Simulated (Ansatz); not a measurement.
We consider fluorite SrF2, described by HSE06-D3(BJ) in Ansatz (plane waves, PAW).

Settings: plane-wave cutoff 460 eV, 8×8×8 k mesh, Fermi–Dirac smearing 0.01 eV, scalar-relativistic PAW data made under PBE.

Cell (relaxed at this level):

```xyz
3
Lattice="0.0000 2.8781 2.8781 2.8781 0.0000 2.8781 2.8781 2.8781 0.0000" Properties=species:S:1:pos:R:3 pbc="T T T"
Sr     0.0000     0.0000     0.0000
F      1.4390     1.4390     1.4390
F      4.3171     4.3171     4.3171
```

**Question.** What does this level give for the bulk modulus, band gap, smallest direct gap on the k points sampled and pressure derivative B′ of the bulk modulus?

**Answer.** 
- bulk modulus: 74.6 GPa
- band gap: 9.13 eV (on the SCF k mesh)
- smallest direct gap on the k points sampled: 9.22 eV
- pressure derivative B′ of the bulk modulus: 4.6

Measured, for comparison: band gap 11.1 eV (temperature not stated, no zero-point or thermal correction; as tabulated in Aguado et al. (1999), arXiv:cond-mat/9901145); bulk modulus 69 GPa (temperature not stated, no zero-point or thermal correction; as tabulated in On the Morphology of Group II Metal Fluoride Nanocrystals at Finite Temperature …). Computed (rounded) less measured: bulk modulus +8 %. A static lattice is as a rule a little smaller and stiffer than an uncorrected measurement, which narrows the difference in the bulk modulus and would widen misses of the other sign.

Spin–orbit coupling is not included.

Static lattice: no zero-point or thermal effects.

Ansatz is an electronic-structure program.
